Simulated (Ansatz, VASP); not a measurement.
Two plane-wave programs on GaSb

Contents of POSCAR:

```
GaSb
1.0
    0.0000000000      3.0724980416      3.0724980416
    3.0724980416      0.0000000000      3.0724980416
    3.0724980416      3.0724980416      0.0000000000
Ga Sb
1 1
Direct
    0.0000000000      0.0000000000      0.0000000000
    0.7500000000      0.7500000000      0.7500000000
```

File INCAR.step1:

```
SYSTEM = GaSb
ALGO     = Normal         ! electronic algorithm
EDIFF    = 1E-4           ! SCF threshold, eV
ENCUT    = 520            ! plane-wave cutoff, eV
GGA      = PE             ! functional
ISMEAR   = 0              ! smearing method
LASPH    = .TRUE.         ! aspherical terms in the spheres
LCHARG   = .FALSE.        ! write CHGCAR
LREAL    = .FALSE.        ! projectors in reciprocal space
LWAVE    = .TRUE.         ! write WAVECAR
NBANDS   = 16             ! bands
NELM     = 100            ! most SCF steps
PREC     = Accurate       ! precision mode
SIGMA    = 0.05           ! smearing width, eV
```

The input INCAR.step2:

```
SYSTEM = GaSb
ALGO     = Normal         ! electronic algorithm
EDIFF    = 1E-7           ! SCF threshold, eV
ENCUT    = 520            ! plane-wave cutoff, eV
ISIF     = 2              ! what is computed and relaxed
ISMEAR   = 0              ! smearing method
ISTART   = 1            
IVDW     = 13             ! dispersion correction
LASPH    = .TRUE.         ! aspherical terms in the spheres
LCHARG   = .FALSE.        ! write CHGCAR
LMIXTAU  = .TRUE.       
LREAL    = .FALSE.        ! projectors in reciprocal space
LWAVE    = .FALSE.        ! write WAVECAR
METAGGA  = R2SCAN         ! meta-GGA
NBANDS   = 16             ! bands
NELM     = 100            ! most SCF steps
PREC     = Accurate       ! precision mode
SIGMA    = 0.05           ! smearing width, eV
VDW_A1   = 0.51559235   
VDW_A2   = 5.77342911   
VDW_S6   = 1.0          
VDW_S8   = 0.6018749
```

Contents of KPOINTS:

```
k-points
0
G
  6 6 6
  0 0 0
```

Input for Ansatz:

```yaml
crystal:
  lattice:
    - [0.0, 3.0724980416, 3.0724980416]
    - [3.0724980416, 0.0, 3.0724980416]
    - [3.0724980416, 3.0724980416, 0.0]
  atoms:
    - { symbol: Ga, position: [0.0, 0.0, 0.0] }
    - { symbol: Sb, position: [0.75, 0.75, 0.75] }
basis:
  ecutwfc: 500
  ecutrho_ratio: 4
kpoints:
  mp_grid: { grid: [6, 6, 6] }
hamiltonian:
  xc: r2scan
  dispersion: d4
scf:
  occupations: { method: gaussian, width: 0.05 }
output:
  forces: true
  stress: true
  eigenvalues: true
```

Alike in both runs: task single point; functional r2SCAN; dispersion D4; k mesh 6 × 6 × 6; occupations gaussian, width 0.05 eV; no spin polarisation.

|  | VASP | Ansatz |
| --- | --- | --- |
| version | VASP 6.6.1 | Ansatz 0.2.0 |
| potentials or method | VASP PAW PBE potentials, release 64 (Ga_d, Sb) | scalar-relativistic, plane waves, PAW |
| plane-wave cutoff (eV) | 520 | 500 |
| valence electrons in the cell | 18 | 28 |

Ansatz gave:

| Quantity | Value |
| --- | --- |
| gap on the k mesh at the Fermi level (eV) | 0.37 |
| least direct gap on the mesh (eV) | 0.37 |
| pressure (GPa) | -1.1 |
| dispersion energy (meV/atom) | -140.5 |

Task: Estimate VASP's values.

Result: gap on the k mesh at the Fermi level (eV): 0.35; least direct gap on the mesh (eV): 0.35; pressure (GPa): -1.0; dispersion energy (meV/atom): -140.3.

The two sets of potentials don't hold the same shells in valence.

Caveats: the PAW data sets were made with another functional, which shifts forces and pressure a little (VASP); spin-orbit coupling is left out, which moves the levels of the heavy elements.
